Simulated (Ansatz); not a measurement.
A vibration from a frozen displacement in CdS

These are results of DFT PBE, scalar-relativistic, plane waves, PAW in Ansatz, not measurements. Settings: plane waves to 420 eV, k-mesh 8×8×8 (Γ-centred), Gaussian smearing 0.05 eV. No spin polarisation. Energies are free energies at this smearing, counted from the undisturbed cell; pressure is positive in compression.

Reference structure (as given, not relaxed at this level; it stands at 3.3 GPa; this zinc-blende form isn't the usual structure):

```
Cd S
1.0
     0.00000    2.91000    2.91000
     2.91000    0.00000    2.91000
     2.91000    2.91000    0.00000
Cd S
1 1
Cartesian
  0.0000 0.0000 0.0000
  4.3650 4.3650 4.3650
```

Every Cd atom is moved by x along the Cartesian unit vector (0.000, 1.000, 0.000); the cell and all other atoms stay fixed. The cell's volume is 49.28 Å³; the moved atoms weigh 112.414 u together and the others 32.060 u. Some rows repeat others by symmetry and weren't run.

```csv
x (Å),ΔE (meV/cell),total force on the moved atoms along the move (eV/Å),pressure (GPa)
-0.2000,103.05,1.0159,4.2696
-0.1750,79.16,0.8949,4.0444
-0.1500,58.32,0.7715,3.8478
-0.1250,40.60,0.6460,3.6806
-0.1000,26.04,0.5189,3.5431
-0.0750,14.67,0.3904,3.4358
-0.0500,6.53,0.2608,3.3590
-0.0250,1.63,0.1306,3.3128
0.0000,0.00,0.0000,3.2973
0.0250,1.63,-0.1306,3.3128
0.0500,6.53,-0.2608,3.3590
0.0750,14.67,-0.3904,3.4358
0.1000,26.04,-0.5189,3.5431
0.1250,40.60,-0.6460,3.6806
0.1500,58.32,-0.7715,3.8478
0.1750,79.16,-0.8949,4.0444
0.2000,103.05,-1.0159,4.2696
```

Question: What frequency belongs to this motion?

Answer: The force constant is k = −dF/dx = 5.224 eV/Å², from the parabola through x = -0.0250, 0 and 0.0250. In every cell the moved atoms swing against the rest, so the mass is μ = m₁m₂/(m₁ + m₂) = 24.946 u, and ν̃ = 521.5 cm⁻¹ × √(|k|/μ) = 239 cm⁻¹, at this cell's pressure of 3.3 GPa. To first order in x, and within 1 %, the force on every atom lies along the move and, within each of the two groups, in proportion to the atom's mass, so this is itself a mode at the zone centre of this cell, taken without macroscopic field (the transverse frequency in a polar insulator).

Question: How far does the harmonic law reach?

Answer: At x = -0.200 Å, kx²/2 = 104.48 meV against the computed 103.05 meV (-1.4 %): the well is still close to harmonic there.

Question: The pressure changes with x². What does that say about the frequency under compression?

Answer: With E = k(V)x²/2, k ∝ V^(−2γ) and x scaling with the cell as V^(1/3), P − P0 = −∂E/∂V = (2γ − 2/3) ΔE/V. At x = 0.0500 Å, V(P − P0) = 49.28 × 0.06161 / 160.2 eV = 18.95 meV and ΔE = 6.53 meV, so γ = 1/3 + V(P − P0)/(2ΔE) = 1.79. This is the Grüneisen parameter of the motion under uniform scaling of the cell: shrinking the cell evenly by 1 % in volume raises the frequency by about 1.79 %.